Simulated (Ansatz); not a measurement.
GeTe: biaxial strain −0.80 %, plane normal [001], relaxed out of plane

Take GeTe (space group R3m, No. 160; layered) as the base.

```yaml
crystal:
  lattice:
    - [2.09351, 1.20869, 3.68680]
    - [-2.09351, 1.20869, 3.68680]
    - [0.00000, -2.41737, 3.68680]
  atoms:
    - { symbol: Ge, position: [0.23184, 0.23184, 0.23184] }
    - { symbol: Te, position: [0.76816, 0.76816, 0.76816] }
```

Cartesian axes are those of the cell as printed.

Perturbation: compressive biaxial strain of 0.80 % in the plane normal to [001], as in epitaxy on a mismatched substrate; the out-of-plane cell vector and the atoms relax.

All numbers come from DFT with r2SCAN, PAW potentials and a 500 eV plane-wave cutoff in Ansatz (a quantum-chemistry and plane-wave program), no SOC. Γ-centred 10×10×10 mesh, Fermi–Dirac width 0.05 eV.

The volume per atom shrinks by 0.194 Å³, from 27.99 Å³ to 27.79 Å³ and the space group remains R3m (No. 160). The shortest interatomic distance drops by 0.0115 Å, from 2.815 Å to 2.803 Å and the energy goes up by 1.1 meV/atom. The pressure (mean of the normal stresses, compression positive) goes from zero to 0.50 GPa and the band gap falls by 0.08 eV to 0.56 eV (an upper bound: an edge found on the path is not a true extremum; both cells). The out-of-plane strain is +0.92 % and the mean in-plane stress (compression positive) is +0.8 GPa.

Cost of the whole job for the changed cell (relaxation, final SCF and bands): around 90 core-seconds (rough).

With Te present, leaving out spin-orbit coupling can change the band edges. No phonon test of stability was made. No dispersion term is included, though the crystal is made of layers, chains or molecules, so its spacings can come out too wide.
